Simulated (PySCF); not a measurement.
Species: C₅H₆N (charge +1).
SMILES: `c1cc[nH+]cc1`

The closed-shell ground state was solved at several levels (PySCF, density fitting, gas phase, non-relativistic). Isolated species at its GFN2-xTB geometry, gas phase.

```tsv
level	basis functions	total energy (Eh)	HOMO (eV)	LUMO (eV)	gap (eV)
PBE0/def2-SVPD	168	-248.1909	-13.46	-7.04	6.42
B3LYP/pcJ-1	222	-248.6638	-13.25	-7.22	6.03
```

Question: What might PBE0/pcSseg-1 (132 basis functions) give for the same quantities?

Answer: Total energy -248.3234 Eh, HOMO -13.51 eV, LUMO -7.06 eV, gap 6.45 eV.

Question: Over all these levels, which gives the widest orbital gap and which the narrowest?

Answer: PBE0/pcSseg-1 (global hybrid, 25 % exact exchange) has the widest, 6.45 eV, and B3LYP/pcJ-1 (global hybrid, 20 % exact exchange) the narrowest, 6.03 eV. Functional and basis both differ between the two, so the spread mixes both effects.


Compound: C₄H₂NS (charge -1).
SMILES: `C#C[C@H]([S-])C#N`

The closed-shell ground state was solved at several levels (PySCF, density fitting, gas phase, non-relativistic). Geometry: PBE0-D3(BJ)/def2-SVP; no solvent, vibrations or thermal averaging. No diffuse functions stand in pcSseg-1 and pcSseg-2, which bears on an anion's orbital energies.

```
           level  basis functions  HOMO (eV)  LUMO (eV)  gap (eV)
   PBE0/pcSseg-1              119      -0.60       4.36      4.96
wB97X-D/pcSseg-2              251      -2.76       5.47      8.23
```

(1) What might CAM-B3LYP/def2-SVPD (143 basis functions) give for the same quantities?

(2) Over all these levels, which gives the widest orbital gap and which the narrowest?

Results:

(1) HOMO -2.30 eV, LUMO 4.56 eV, gap 6.86 eV.

(2) wB97X-D/pcSseg-2 (range-separated hybrid) has the widest, 8.23 eV, and PBE0/pcSseg-1 (global hybrid, 25 % exact exchange) the narrowest, 4.96 eV. Functional and basis both differ between the two, so the spread mixes both effects.


Compound: BCl₃.
InChI=1S/BCl3/c2-1(3)4

The closed-shell ground state was solved at several levels (PySCF, density fitting, gas phase, non-relativistic). Isolated species at its PBE0-D3(BJ)/def2-SVP geometry, gas phase. The dipole stays under 0.02 D at every level.

| level | basis functions | HOMO (eV) | LUMO (eV) | gap (eV) |
| --- | --- | --- | --- | --- |
| CAM-B3LYP/def2-SVPD | 101 | -10.55 | -0.70 | 9.85 |
| B3LYP/pcSseg-1 | 89 | -8.91 | -1.91 | 7.00 |

Q: Estimate the row for PBE0/pcSseg-1, a basis of 89 functions; the other rows only guide the guess.

A: HOMO -9.24 eV, LUMO -1.78 eV, gap 7.46 eV.

Q: Over all these levels, which gives the widest orbital gap and which the narrowest?

A: CAM-B3LYP/def2-SVPD (range-separated hybrid) has the widest, 9.85 eV, and B3LYP/pcSseg-1 (global hybrid, 20 % exact exchange) the narrowest, 7.00 eV. Functional and basis both differ between the two, so the spread mixes both effects.
